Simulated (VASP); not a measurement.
# InP (F-43m) in VASP: notebook

Aim: see how the results for InP move with the level of theory and the settings. Levels: r2SCAN-EpsX, PBE. Tasks: band structure, evGW0 quasiparticle levels.

Program: VASP 6.6.1. These are calculated values, not measurements. Logs are shortened: lines on timing, memory, paths and dates and some standing lists are left out, and cuts for length are marked.

**Measured values to compare with.**

A printed reference work, data compilation reports, for a bulk crystal of InP at 1.6 K: band gap 1.4236 eV (direct).

How close the calculation comes is told below.

## Step 1: The structure

Symmetry: F-43m, No. 216, cubic system. Conventional cell: a = 5.861 Å, b = 5.861 Å, c = 5.861 Å, α = 90.00°, β = 90.00°, γ = 90.00°. In (site symmetry -43m) is surrounded by 4 P at 2.54 Å. P (site symmetry -43m) has 4 In at 2.54 Å as nearest neighbours.

## Step 2: Band structure, r2SCAN-EpsX

File POSCAR:

```
InP
1.0
    0.0000000000      2.9305000000      2.9305000000
    2.9305000000      0.0000000000      2.9305000000
    2.9305000000      2.9305000000      0.0000000000
In P
1 1
Direct
    0.0000000000      0.0000000000      0.0000000000
    0.7500000000      0.7500000000      0.7500000000
```

File INCAR.step1:

```
PREC     = Accurate       # precision mode
ENCUT    = 520            # plane-wave cutoff, eV
EDIFF    = 1E-8           # SCF threshold, eV
ISMEAR   = 0              # smearing method
SIGMA    = 0.02           # smearing width, eV
LREAL    = False          # projectors in reciprocal space
LASPH    = True           # aspherical terms in the spheres
NELM     = 60             # most SCF steps
ALGO     = Normal         # electronic algorithm
ISIF     = 2              # what is computed and relaxed
LWAVE    = False          # write WAVECAR
LCHARG   = False          # write CHGCAR
GGA      = PE             # functional
LEPSILON = True           # dielectric tensor by DFPT
KPAR     = 4
```

File KPOINTS.step1:

```
Automatic mesh
0
G
  8 8 8
  0 0 0
```

File INCAR.step2:

```
PREC     = Accurate       # precision mode
ENCUT    = 520            # plane-wave cutoff, eV
EDIFF    = 1E-5           # SCF threshold, eV
ISMEAR   = 0              # smearing method
SIGMA    = 0.02           # smearing width, eV
LREAL    = False          # projectors in reciprocal space
LASPH    = True           # aspherical terms in the spheres
NELM     = 60             # most SCF steps
ALGO     = Normal         # electronic algorithm
ISIF     = 2              # what is computed and relaxed
LWAVE    = True           # write WAVECAR
LCHARG   = False          # write CHGCAR
NBANDS   = 16             # bands
GGA      = PE             # functional
KPAR     = 4
```

File KPOINTS.step2:

```
regular mesh
0
Gamma
  6 6 6
```

File INCAR.step3:

```
PREC     = Accurate       # precision mode
ENCUT    = 520            # plane-wave cutoff, eV
EDIFF    = 1E-7           # SCF threshold, eV
ISMEAR   = 0              # smearing method
SIGMA    = 0.02           # smearing width, eV
LREAL    = False          # projectors in reciprocal space
LASPH    = True           # aspherical terms in the spheres
NELM     = 60             # most SCF steps
ALGO     = Normal         # electronic algorithm
ISIF     = 2              # what is computed and relaxed
LWAVE    = False          # write WAVECAR
LCHARG   = False          # write CHGCAR
METAGGA  = R2SCAN         # meta-GGA
LHFCALC  = True           # exact exchange
AEXX     = 0.0683         # exact-exchange fraction
LMIXTAU  = True         
PRECFOCK = Fast         
HFRCUT   = -1           
NBANDS   = 16             # bands
ISTART   = 1            
KPAR     = 4
```

File KPOINTS.step3:

```
regular mesh
0
Gamma
  6 6 6
```

File KPOINTS_OPT:

```
path GXWKGLUWLK,UX
8
line-mode
reciprocal
 0.0000000000  0.0000000000  0.0000000000  G
 0.5000000000  0.0000000000  0.5000000000  X

 0.5000000000  0.0000000000  0.5000000000  X
 0.5000000000  0.2500000000  0.7500000000  W

 0.5000000000  0.2500000000  0.7500000000  W
 0.3750000000  0.3750000000  0.7500000000  K

 0.3750000000  0.3750000000  0.7500000000  K
 0.0000000000  0.0000000000  0.0000000000  G

 0.0000000000  0.0000000000  0.0000000000  G
 0.5000000000  0.5000000000  0.5000000000  L

 0.5000000000  0.5000000000  0.5000000000  L
 0.6250000000  0.2500000000  0.6250000000  U

 0.6250000000  0.2500000000  0.6250000000  U
 0.5000000000  0.2500000000  0.7500000000  W

 0.5000000000  0.2500000000  0.7500000000  W
 0.5000000000  0.5000000000  0.5000000000  L

 0.5000000000  0.5000000000  0.5000000000  L
 0.3750000000  0.3750000000  0.7500000000  K

 0.6250000000  0.2500000000  0.6250000000  U
 0.5000000000  0.0000000000  0.5000000000  X
```

Potentials or basis: VASP PAW PBE potentials, release 64 (In_d, P).

The run is started by

```sh
cat potpaw_PBE.64/In_d/POTCAR potpaw_PBE.64/P/POTCAR > POTCAR
cp INCAR.step1 INCAR
cp KPOINTS.step1 KPOINTS
mpirun -np 4 vasp_std > vasp.out
cp INCAR.step2 INCAR
cp KPOINTS.step2 KPOINTS
mpirun -np 4 vasp_std > vasp.out
cp INCAR.step3 INCAR
cp KPOINTS.step3 KPOINTS
mpirun -np 4 vasp_std > vasp.out
```

OUTCAR:

```text
PREC = Accurate
   ENCUT = 520
   EDIFF = 1E-7
   ISMEAR = 0
   LREAL = False
   LASPH = True
   NELM = 60
   ISIF = 2
   METAGGA = R2SCAN
   LHFCALC = True
   AEXX = 0.0683
   PRECFOCK = Fast
   ISTART = 1

 ion  position               nearest neighbor table
   1  0.000  0.000  0.000-   2 2.54   2 2.54   2 2.54   2 2.54
   2  0.750  0.750  0.750-   1 2.54   1 2.54   1 2.54   1 2.54

  LATTYP: Found a face centered cubic cell.
 ALAT       =     5.8610000000

  Lattice vectors:

 A1 = (   0.0000000000,   2.9305000000,   2.9305000000)
 A2 = (   2.9305000000,   0.0000000000,   2.9305000000)
 A3 = (   2.9305000000,   2.9305000000,   0.0000000000)

Analysis of symmetry for initial positions (statically):
=====================================================================
 Subroutine PRICEL returns:
 Original cell was already a primitive cell.

 Routine SETGRP: Setting up the symmetry group for a
 face centered cubic supercell.

 Subroutine GETGRP returns: Found 24 space group operations
 (whereof 24 operations were pure point group operations)
 out of a pool of 48 trial point group operations.

The static configuration has the point symmetry T_d .

Analysis of symmetry for dynamics (positions and initial velocities):
=====================================================================
 Subroutine PRICEL returns:
 Original cell was already a primitive cell.

 Routine SETGRP: Setting up the symmetry group for a
 face centered cubic supercell.

 Subroutine GETGRP returns: Found 24 space group operations
 (whereof 24 operations were pure point group operations)
 out of a pool of 48 trial point group operations.

The dynamic configuration has the point symmetry T_d .

 Subroutine INISYM returns: Found 24 space group operations
 (whereof 24 operations are pure point group operations),
 and found     1 'primitive' translations

----------------------------------------------------------------------------------------

                                     Primitive cell

  volume of cell :      50.3333

  direct lattice vectors                    reciprocal lattice vectors
     0.000000000  2.930500000  2.930500000    -0.170619348  0.170619348  0.170619348
     2.930500000  0.000000000  2.930500000     0.170619348 -0.170619348  0.170619348
     2.930500000  2.930500000  0.000000000     0.170619348  0.170619348 -0.170619348

  length of vectors
     4.144352845  4.144352845  4.144352845     0.295521380  0.295521380  0.295521380

  position of ions in fractional coordinates (direct lattice)
     0.000000000  0.000000000  0.000000000
     0.750000000  0.750000000  0.750000000

  ion indices of the primitive-cell ions
   primitive index   ion index
                 1           1
                 2           2

----------------------------------------------------------------------------------------

 KPOINTS: regular mesh

Automatic generation of k-mesh.
 Grid dimensions read from file:
 generate k-points for:    6    6    6

 Generating k-lattice:

  Cartesian coordinates                     Fractional coordinates (reciprocal lattice)
    -0.028436558  0.028436558  0.028436558     0.166666667  0.000000000  0.000000000
     0.028436558 -0.028436558  0.028436558     0.000000000  0.166666667  0.000000000
     0.028436558  0.028436558 -0.028436558     0.000000000  0.000000000  0.166666667

  Length of vectors
     0.049253563  0.049253563  0.049253563

  Shift w.r.t. Gamma in fractional coordinates (k-lattice)
     0.000000000  0.000000000  0.000000000

 Subroutine IBZKPT returns following result:
 ===========================================

 Found     16 irreducible k-points:

 Following reciprocal coordinates:
            Coordinates               Weight
  0.000000  0.000000  0.000000      1.000000
  0.166667  0.000000  0.000000      8.000000
  0.333333  0.000000  0.000000      8.000000
  0.500000  0.000000  0.000000      4.000000
  0.166667  0.166667  0.000000      6.000000
  0.333333  0.166667  0.000000     24.000000
[... 8 lines left out ...]
 -0.333333  0.333333  0.166667     24.000000
 -0.333333  0.500000  0.166667     12.000000
   k-points           NKPTS =     16   k-points in BZ     NKDIM =    216   number of bands    NBANDS=     16
   number of dos      NEDOS =    301   number of ions     NIONS =      2
   total plane-waves  NPLWV =  32768
   dimension x,y,z NGX =    32 NGY =   32 NGZ =   32
   dimension x,y,z NGXF=    64 NGYF=   64 NGZF=   64
   ions per type =               1   1
   NGX,Y,Z   is equivalent  to a cutoff of  12.84, 12.84, 12.84 a.u.
   NGXF,Y,Z  is equivalent  to a cutoff of  25.67, 25.67, 25.67 a.u.
 SYSTEM =  unknown system
   PREC   = accura    normal or accurate (medium, high low for compatibility)
   ISTART =      1    job   : 0-new  1-cont  2-samecut
   ICHARG =      0    charge: 1-file 2-atom 10-const
   ISPIN  =      1    spin polarized calculation?
   LNONCOLLINEAR =      F non collinear calculations
   LSORBIT =      F    spin-orbit coupling
   LASPH  =      T    aspherical Exc in radial PAW
   ENCUT  =  520.0 eV  38.22 Ry    6.18 a.u.   7.71  7.71  7.71*2*pi/ulx,y,z
   NELM   =     60;   NELMIN=  2; NELMDL=  0     # of ELM steps
   EDIFF  = 0.1E-06   stopping-criterion for ELM
   LREAL  =      F    real-space projection
   EDIFFG = 0.1E-05   stopping-criterion for IOM
   NSW    =      0    number of steps for IOM
   IBRION =     -1    ionic relax: 0-MD 1-quasi-New 2-CG
   NFREE  =      0    steps in history (QN), initial steepest desc. (CG)
   ISIF   =      2    stress and relaxation
   ISYM   =      3    0-nonsym 1-usesym 2-fastsym
   POTIM  = 0.5000    time-step for ionic-motion
   TEBEG  =    0.0;   TEEND  =   0.0 temperature during run
   PSTRESS=    0.0 pullay stress
   NELECT =      18.0000    total number of electrons
   NUPDOWN=      -1.0000    fix difference up-down
   EMIN   =  10.00;   EMAX   =-10.00  energy-range for DOS
   EFERMI =   0.00;   METHOD = LEGACY
   ISMEAR =     0;   SIGMA  =   0.02  broadening in eV -4-tet -1-fermi 0-gaus
   EFERMI_NEDOS =   21; number of points for ismear=-14 and -15
   IALGO  =     38    algorithm
   IMIX   =      1    mixing-type and parameters
     AMIX     =   0.40;   BMIX     =  1.00
     AMIX_MAG =   1.60;   BMIX_MAG =  1.00
  volume/ion in A,a.u.               =      25.17       169.83
  Fermi-wavevector in a.u.,A,eV,Ry     =   1.162021  2.195901 18.371846  1.350293
  Thomas-Fermi vector in A             =   2.298587
   LORBIT       =      0    0 simple, 1 ext, 2 COOP (PROOUT), +10 PAW based schemes
   METAGGA = R2SCAN    functional components
   LHFCALC =     T    Hartree Fock is set to
   PRECFOCK=fast      Normal, Fast or Accurate (Low or Medium for compatibility)
   ENCUT4O =  -1.0   cutoff for four orbital integrals eV
   NKREDX  =     1    reduce k-point grid by
   NKREDY  =     1    reduce k-point grid by
   NKREDZ  =     1    reduce k-point grid by
   AEXX    =    0.0683 exact exchange contribution
   HFSCREEN=    0.0000 screening length (either q_TF or 0.3 A-1)
   HFSCREENC=   0.0000 screening length for correlation (either q_TF or 0.3 A-1)
   ENCUTFOCK=  -1.0 apply spherical cutoff to Coloumb kernel
   IVDW    =     0    specifies the selected vdW correction
   LEPSILON=     F    determine dielectric tensor
   LRPA    =     F    only Hartree local field effects (RPA)
 non-spin polarized calculation
 Gauss-broadening in eV      SIGMA  =   0.02
  energy-cutoff  :      520.00
  volume of cell :       50.33
 maximum number of plane-waves:      1380
  NGX = 18; NGY = 18; NGZ = 18

 number of electron      18.0000005 magnetization

 Free energy of the ion-electron system (eV)
  ---------------------------------------------------
  ext. energy  EPLUGINS =         0.00000000
  ---------------------------------------------------
  free energy    TOTEN  =       -31.34292554 eV

  energy without entropy =      -31.34292554  energy(sigma->0) =      -31.34292554

 E-fermi :   4.9762     XC(G=0):  -9.2893

 val. band max:        4.8358974356   @ k =   0.0000   0.0000   0.0000
 cond. band min:       6.3269231358   @ k =   0.0000   0.0000   0.0000
 fundamental gap:      1.4910257002
 Fermi energy:         4.9761588464

 k-point     1 :       0.0000    0.0000    0.0000
  band No.  band energies     occupation
      1     -10.2781      2.00000
      2     -10.2781      2.00000
      3     -10.2781      2.00000
      4     -10.0990      2.00000
      5     -10.0990      2.00000
      6      -7.4816      2.00000
[... 8 lines left out ...]
     15      15.1857      0.00000
     16      15.1857      0.00000

 k-point     2 :       0.1667    0.0000    0.0000
  band No.  band energies     occupation
      1     -10.3136      2.00000
      2     -10.2646      2.00000
      3     -10.2646      2.00000
      4     -10.0986      2.00000
      5     -10.0986      2.00000
      6      -7.1449      2.00000
[... 8 lines left out ...]
     15      14.3099      0.00000
     16      15.2609      0.00000

 k-point     3 :       0.3333    0.0000    0.0000
  band No.  band energies     occupation
      1     -10.3785      2.00000
      2     -10.2424      2.00000
      3     -10.2424      2.00000
      4     -10.0924      2.00000
      5     -10.0924      2.00000
      6      -6.2811      2.00000
[... 8 lines left out ...]
     15      14.8555      0.00000
     16      14.8555      0.00000
[... 210 lines left out ...]
 k-point    15 :      -0.3333    0.3333    0.1667
  band No.  band energies     occupation
      1     -10.4354      2.00000
      2     -10.2171      2.00000
      3     -10.1870      2.00000
      4     -10.1144      2.00000
      5     -10.0851      2.00000
      6      -5.1006      2.00000
[... 8 lines left out ...]
     15      17.0335      0.00000
     16      17.5465      0.00000

 k-point    16 :      -0.3333    0.5000    0.1667
  band No.  band energies     occupation
      1     -10.4557      2.00000
      2     -10.1985      2.00000
      3     -10.1714      2.00000
      4     -10.1309      2.00000
      5     -10.0760      2.00000
      6      -4.8846      2.00000
[... 8 lines left out ...]
     15      17.1943      0.00000
     16      17.9656      0.00000

------------------------ aborting loop because EDIFF is reached ----------------------------------------

  FORCE on cell =-STRESS in cart. coord.  units (eV):
  Direction    XX          YY          ZZ          XY          YZ          ZX
  --------------------------------------------------------------------------------------
  -------------------------------------------------------------------------------------
  Total        0.3802446      0.3802446      0.3802446     -0.0000000      0.0000000     -0.0000000
  in kB       12.1037080     12.1037080     12.1037080     -0.0000000      0.0000000     -0.0000000
  external PRESSURE =      12.1037080 kB  Pullay stress =       0.0000000 kB

 VOLUME and BASIS-vectors are now :
 -----------------------------------------------------------------------------
  energy-cutoff  :      520.00
  volume of cell :       50.33
      direct lattice vectors                 reciprocal lattice vectors
     0.000000000  2.930500000  2.930500000    -0.170619348  0.170619348  0.170619348
     2.930500000  0.000000000  2.930500000     0.170619348 -0.170619348  0.170619348
     2.930500000  2.930500000  0.000000000     0.170619348  0.170619348 -0.170619348

 POSITION                                       TOTAL-FORCE (eV/Angst)
 -----------------------------------------------------------------------------------
      0.00000      0.00000      0.00000         0.000000      0.000000      0.000000
      4.39575      4.39575      4.39575        -0.000000     -0.000000     -0.000000
 -----------------------------------------------------------------------------------
    total drift:                                0.000001      0.000001      0.000001

  FREE ENERGIE OF THE ION-ELECTRON SYSTEM (eV)
  ---------------------------------------------------
  free  energy   TOTEN  =       -31.3429255368 eV

  energy  without entropy=      -31.3429255368  energy(sigma->0) =      -31.34292554
```

Wall time 37 min (4 MPI ranks of AMD EPYC 7R13 (Zen 3), shared host); peak memory 0.31 GiB.

Results:

```
Free energy             : -31.3429 eV
Pressure                : 1.2 GPa
Band gap on the k mesh  : 1.49 eV, direct
Band gap along the path : 1.49 eV, direct
```

Levels at the corners of the path, in eV from the valence-band top:
```tsv
point	band 7	band 8	band 9	band 10	band 11	band 12
Γ	0.00	0.00	0.00	1.49	4.81	4.81
X	-6.03	-2.48	-2.48	2.31	2.89	10.34
X	-6.03	-2.48	-2.48	2.31	2.89	10.34
W	-5.86	-3.15	-3.09	4.94	5.23	6.43
W	-5.86	-3.15	-3.09	4.94	5.23	6.43
K	-5.88	-3.51	-2.07	2.97	5.15	8.45
K	-5.88	-3.51	-2.07	2.97	5.15	8.45
Γ	0.00	0.00	0.00	1.49	4.81	4.81
Γ	0.00	0.00	0.00	1.49	4.81	4.81
L	-6.04	-1.04	-1.04	2.20	5.53	5.53
L	-6.04	-1.04	-1.04	2.20	5.53	5.53
U	-5.88	-3.51	-2.07	2.97	5.15	8.45
U	-5.88	-3.51	-2.07	2.97	5.15	8.45
W	-5.86	-3.15	-3.09	4.94	5.23	6.43
W	-5.86	-3.15	-3.09	4.94	5.23	6.43
L	-6.04	-1.04	-1.04	2.20	5.53	5.53
L	-6.04	-1.04	-1.04	2.20	5.53	5.53
K	-5.88	-3.51	-2.07	2.97	5.15	8.45
U	-5.88	-3.51	-2.07	2.97	5.15	8.45
X	-6.03	-2.48	-2.48	2.31	2.89	10.34
```

Caveat: the PAW data sets were made with another functional, which shifts forces and pressure a little; spin-orbit coupling is left out, which moves the levels of the heavy elements.

(Continued in part 2 of 2.)
